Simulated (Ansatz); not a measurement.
Crystal: FeO (Wuestite).

```
CELL_PARAMETERS angstrom
0.00000 2.15540 2.15540
2.15540 0.00000 2.15540
2.15540 2.15540 0.00000
ATOMIC_POSITIONS crystal
Fe 0.00000 0.00000 0.00000
O 0.50000 0.50000 0.50000
```

Base run:

```yaml
Program: Ansatz 0.2.0
Functional: PBE
Potentials_or_basis: Ansatz PAW
Cutoff: "420 eV (not typed: the program's choice for these potentials)"
k_mesh: 9 × 9 × 9
Occupations: fermi-dirac, width 0.05 eV
Spin: collinear spin, ferromagnetic start
Starting_moments: "[4.5, 0.0] μB"
Fixed_moment: 4.5 μB
```

Its results: pressure 11.3 GPa; site moments Fe +3.64; O +0.47 μB.

Task: The run is repeated on the same cell with these changes: fixed moment from 4.5 μB to 3.8 μB; moments at the start from [4.5, 0.0] to [3.8, 0.0]. What comes out?

Result: Pressure -2.7 GPa; site moments Fe +3.31; O +0.26 μB.

Caveats: the total moment is fixed, so each spin has its own Fermi level; a cell with one magnetic atom can't hold antiferromagnetic order, which such compounds often take; the thresholds are loose for stress.
